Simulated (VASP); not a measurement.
## VASP 6.6.1, PBE single-point calculation, BaTe (rocksalt)

INCAR

```
NELM = 120
LWAVE = .FALSE.
GGA = PE
PREC = Accurate
NBANDS = 15
LELF = .TRUE.
ISMEAR = -1
LCHARG = .TRUE.
SIGMA = 0.02
LASPH = .TRUE.
ISIF = 2
ENCUT = 520
NSW = 0
IBRION = -1
LREAL = .FALSE.
EDIFF = 1E-7
```

KPOINTS

```
KPOINTS created by Atomic Simulation Environment
0
Gamma
6 6 6
0 0 0
```

KPOINTS_OPT

```
special points
6
Reciprocal
0.0000000000 0.0000000000 0.0000000000 1
0.5000000000 0.0000000000 0.5000000000 1
0.5000000000 0.2500000000 0.7500000000 1
0.3750000000 0.3750000000 0.7500000000 1
0.5000000000 0.5000000000 0.5000000000 1
0.6250000000 0.2500000000 0.6250000000 1
```

POSCAR

```
Ba Te
 1.0000000000000000
     0.0000000000000000    3.5323868449000000    3.5323868449000000
     3.5323868449000000    0.0000000000000000    3.5323868449000000
     3.5323868449000000    3.5323868449000000    0.0000000000000000
 Ba  Te
   1   1
Cartesian
  0.0000000000000000  0.0000000000000000  0.0000000000000000
  3.5323868449000000  3.5323868449000000  3.5323868449000000
```

VASP ran with the recommended PBE PAW datasets (16 valence electrons in the cell).

Command

```
mpirun -np 1 vasp_std
```

From OUTCAR

```
k-points           NKPTS =     16   k-points in BZ     NKDIM =     16   number of bands    NBANDS=     15

   NELECT =      16.0000    total number of electrons

   dimension x,y,z NGX =    40 NGY =   40 NGZ =   40
   dimension x,y,z NGXF=    80 NGYF=   80 NGZF=   80

  energy-cutoff  :      520.00
  volume of cell :       88.15
      direct lattice vectors                 reciprocal lattice vectors
     0.000000000  3.532386845  3.532386845    -0.141547351  0.141547351  0.141547351
     3.532386845  0.000000000  3.532386845     0.141547351 -0.141547351  0.141547351
     3.532386845  3.532386845  0.000000000     0.141547351  0.141547351 -0.141547351

 k-points in reciprocal lattice and weights: KPOINTS created by Atomic Simulation Env
   0.00000000  0.00000000  0.00000000       0.005
   0.16666667  0.00000000  0.00000000       0.037
   0.33333333  0.00000000  0.00000000       0.037
   0.50000000  0.00000000  0.00000000       0.019
   0.16666667  0.16666667  0.00000000       0.028
   0.33333333  0.16666667  0.00000000       0.111
   0.50000000  0.16666667  0.00000000       0.111
  -0.33333333  0.16666667  0.00000000       0.111
   ...

 E-fermi :   2.4980

 k-point     1 :       0.0000    0.0000    0.0000
  band No.  band energies     occupation
      1     -24.9875      2.00000
      2     -10.1322      2.00000
      3     -10.1322      2.00000
      4     -10.1322      2.00000
      5      -7.3751      2.00000
      6       2.1058      2.00000
      7       2.1058      2.00000
      8       2.1058      2.00000
      9       4.9099      0.00000
     10       5.0472      0.00000
     11       5.0472      0.00000
     12       5.0472      0.00000
     13       5.6352      0.00000
     14       5.6352      0.00000
     15       9.0891      0.00000

 k-point     2 :       0.1667    0.0000    0.0000
  band No.  band energies     occupation
      1     -24.9847      2.00000
      2     -10.2355      2.00000
      3     -10.1350      2.00000
      4     -10.1350      2.00000
      5      -7.2037      2.00000
      6       1.3284      2.00000
      7       1.7483      2.00000
      8       1.7483      2.00000
      9       5.0750      0.00000
     10       5.3727      0.00000
     11       5.3727      0.00000
     12       5.9842      0.00000
     13       6.3612      0.00000
     14       6.3612      0.00000
     15       9.8798      0.00000

 k-point     3 :       0.3333    0.0000    0.0000
  band No.  band energies     occupation
      1     -24.9790      2.00000
      2     -10.4167      2.00000
      3     -10.1405      2.00000
      4     -10.1405      2.00000
      5      -6.8758      2.00000
      6       0.3350      2.00000
      7       1.2346      2.00000
      8       1.2346      2.00000
      9       5.4948      0.00000
     10       6.2049      0.00000
     11       6.2049      0.00000
     12       7.3287      0.00000
     13       7.9405      0.00000
     14       7.9405      0.00000
     15      10.0365      0.00000

 k-point     4 :       0.5000    0.0000    0.0000
  band No.  band energies     occupation
      1     -24.9762      2.00000
      2     -10.4978      2.00000
      3     -10.1432      2.00000
      4     -10.1432      2.00000
      5      -6.7150      2.00000
      6      -0.0567      2.00000
      7       1.0310      2.00000
      8       1.0310      2.00000
      9       6.2592      0.00000
     10       6.7934      0.00000
     11       6.9335      0.00000
     12       6.9335      0.00000
     13       8.9920      0.00000
     14       8.9920      0.00000
     15       9.3881      0.00000

 k-point     5 :       0.1667    0.1667    0.0000
  band No.  band energies     occupation
      1     -24.9837      2.00000
      2     -10.2265      2.00000
      3     -10.1507      2.00000
      4     -10.1507      2.00000
      5      -7.1880      2.00000
      6       1.0212      2.00000
      7       1.9142      2.00000
      8       1.9142      2.00000
      9       4.5781      0.00000
     10       5.4353      0.00000
     11       5.8140      0.00000
     12       5.8517      0.00000
     13       5.8517      0.00000
     14       7.5740      0.00000
     15      10.1226      0.00000

 k-point     6 :       0.3333    0.1667    0.0000
  band No.  band energies     occupation
      1     -24.9790      2.00000
      2     -10.3454      2.00000
      3     -10.1627      2.00000
      4     -10.1590      2.00000
      5      -6.9984      2.00000
      6       0.5364      2.00000
      7       1.4277      2.00000
      8       1.5706      2.00000
      9       4.6625      0.00000
     10       6.2101      0.00000
     11       6.4196      0.00000
     12       6.7796      0.00000
     13       6.8657      0.00000
     14       8.8385      0.00000
     15      10.0303      0.00000

 k-point     7 :       0.5000    0.1667    0.0000
  band No.  band energies     occupation
      1     -24.9753      2.00000
      2     -10.4399      2.00000
      3     -10.1778      2.00000
      4     -10.1592      2.00000
      5      -6.8280      2.00000
      6       0.2401      2.00000
      7       1.0651      2.00000
      8       1.1839      2.00000
      9       5.4303      0.00000
     10       6.8280      0.00000
     11       7.0893      0.00000
     12       7.2971      0.00000
     13       8.0608      0.00000
     14       8.8713      0.00000
     15       9.2573      0.00000

 k-point     8 :      -0.3333    0.1667    0.0000
  band No.  band energies     occupation
      1     -24.9762      2.00000
      2     -10.4245      2.00000
      3     -10.1907      2.00000
      4     -10.1436      2.00000
      5      -6.8369      2.00000
      6       0.2375      2.00000
      7       1.0808      2.00000
      8       1.2509      2.00000
      9       5.7761      0.00000
     10       6.3101      0.00000
     11       6.7028      0.00000
     12       7.0575      0.00000
     13       7.7317      0.00000
     14       9.3680      0.00000
     15      10.1233      0.00000

 k-point     9 :      -0.1667    0.1667    0.0000
  band No.  band energies     occupation
      1     -24.9809      2.00000
      2     -10.3241      2.00000
      3     -10.1715      2.00000
      4     -10.1314      2.00000
      5      -7.0228      2.00000
      6       0.6818      2.00000
      7       1.3194      2.00000
      8       1.6652      2.00000
      9       5.3446      0.00000
     10       5.5623      0.00000
     11       5.8172      0.00000
     12       6.3149      0.00000
     13       7.4813      0.00000
     14       7.8281      0.00000
     15      10.3003      0.00000

 k-point    10 :       0.3333    0.3333    0.0000
  band No.  band energies     occupation
      1     -24.9763      2.00000
      2     -10.3152      2.00000
      3     -10.1879      2.00000
      4     -10.1879      2.00000
      5      -7.0902      2.00000
      6       0.6335      2.00000
      7       1.7445      2.00000
      8       1.7445      2.00000
      9       3.9330      0.00000
     10       6.1878      0.00000
     11       6.2336      0.00000
     12       7.3213      0.00000
     13       7.3213      0.00000
     14       8.9045      0.00000
     15      10.0898      0.00000

 k-point    11 :       0.5000    0.3333    0.0000
  band No.  band energies     occupation
      1     -24.9734      2.00000
      2     -10.3308      2.00000
      3     -10.2289      2.00000
      4     -10.1909      2.00000
      5      -7.0578      2.00000
      6       0.8224      2.00000
      7       1.3056      2.00000
      8       1.5263      2.00000
      9       4.2501      0.00000
     10       6.9490      0.00000
     11       7.1129      0.00000
     12       7.3694      0.00000
     13       7.4957      0.00000
     14       7.8215      0.00000
     15       9.6862      0.00000

 k-point    12 :      -0.3333    0.3333    0.0000
  band No.  band energies     occupation
      1     -24.9734      2.00000
      2     -10.3545      2.00000
      3     -10.2644      2.00000
      4     -10.1689      2.00000
      5      -6.9276      2.00000
      6       0.5702      2.00000
      7       1.1283      2.00000
      8       1.2085      2.00000
      9       5.3132      0.00000
     10       6.6465      0.00000
     11       6.8741      0.00000
     12       6.9417      0.00000
     13       8.3201      0.00000
     14       8.5347      0.00000
     15       9.9834      0.00000

 k-point    13 :       0.5000    0.5000    0.0000
  band No.  band energies     occupation
      1     -24.9725      2.00000
      2     -10.3175      2.00000
      3     -10.2066      2.00000
      4     -10.2066      2.00000
      5      -7.1759      2.00000
      6       0.9818      2.00000
      7       1.7232      2.00000
      8       1.7232      2.00000
      9       3.6834      0.00000
     10       6.4890      0.00000
     11       6.6321      0.00000
     12       7.5721      0.00000
     13       7.7496      0.00000
     14       7.7496      0.00000
     15       9.8040      0.00000

 ...

  Total        0.1659839      0.1659839      0.1659839      0.0000000      0.0000000      0.0000000
  in kB        3.0167671      3.0167671      3.0167671      0.0000000      0.0000000      0.0000000
  external PRESSURE =       3.0167671 kB  Pullay stress =       0.0000000 kB

 POSITION                                       TOTAL-FORCE (eV/Angst)
 -----------------------------------------------------------------------------------
      0.00000      0.00000      0.00000        -0.000000     -0.000000     -0.000000
      3.53239      3.53239      3.53239         0.000000      0.000000      0.000000
 -----------------------------------------------------------------------------------
    total drift:                                0.000000     -0.000000     -0.000000

  FREE ENERGIE OF THE ION-ELECTRON SYSTEM (eV)
  ---------------------------------------------------
  free  energy   TOTEN  =        -8.6282274898 eV

  energy  without entropy=       -8.6282274897  energy(sigma->0) =       -8.62822749
```

The gap between bands v and c is 1.58 eV. The least direct gap is 1.96 eV and the pressure is 0.3 GPa.

Band v is the last that the valence electrons fill when counted band by band, and c is the next.

The run took about 15 s on one core of a shared host (Intel Xeon 6975P-C) and held 0.24 GiB at most.
